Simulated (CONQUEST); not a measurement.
## P under changes of volume

One of the cells (15.817 Å³/atom); the others are scaled copies at fixed shape and fractional positions:

```
P
1.0
     3.38302    0.00000    0.00000
     0.00000    3.71789    0.00000
     0.00000    0.00000    5.03033
P
4
Direct
  0.00000 0.94669 0.25000
  0.50000 0.44669 0.75000
  0.00000 0.05331 0.75000
  0.50000 0.55331 0.25000
```

This isn't the form of P at room conditions, which is orthorhombic.

* Program: CONQUEST 1.3
* Functional: PBE
* Potentials or basis: PseudoDojo NC PBE, DZP, grid of 32 × 36 × 48 points
* k mesh: 8 × 7 × 5
* Occupations: fermi-dirac, width 0.05 eV
* Spin: no spin polarisation

| volume (Å³/atom) | energy over the lowest point (meV/atom) | pressure (GPa) | largest force (eV/Å) |
| --- | --- | --- | --- |
| 14.868 | 58.72 | 12.1 | 1.025 |
| 15.185 | 37.61 | 9.3 | 0.866 |
| 15.501 | 21.47 | 7.0 | 0.695 |
| 15.817 | ? | ? | ? |
| 16.134 | 3.02 | 2.5 | 0.377 |
| 16.450 | 0.00 | 0.4 | 0.232 |
| 16.767 | 1.02 | -1.4 | 0.110 |

Problem. What does the run at 15.817 Å³/atom give?

Solution. Energy over the lowest point 10.03 meV/atom; pressure 4.5 GPa; largest force 0.533 eV/Å.

Worked out: A Birch-Murnaghan fit of order 3 (a polynomial in V^(-2/3)) to the other rows has its minimum at 16.53 Å³/atom with B0 = V·E''(V) = 101 GPa (rough, since the energies scatter) at fixed shape and positions, which overstates the stiffness. It gives 10.05 meV/atom at 15.817 Å³/atom, against the run's 10.03, and -dE/dV = 4.7 GPa, against 4.5.

Energies are extrapolated to zero smearing.

Caveats: the basis of atomic orbitals isn't converged, which shifts pressures, moduli and gaps; forces of over 1 eV/Å show positions far from the minimum, so gaps and moduli don't describe the material at rest (some runs).
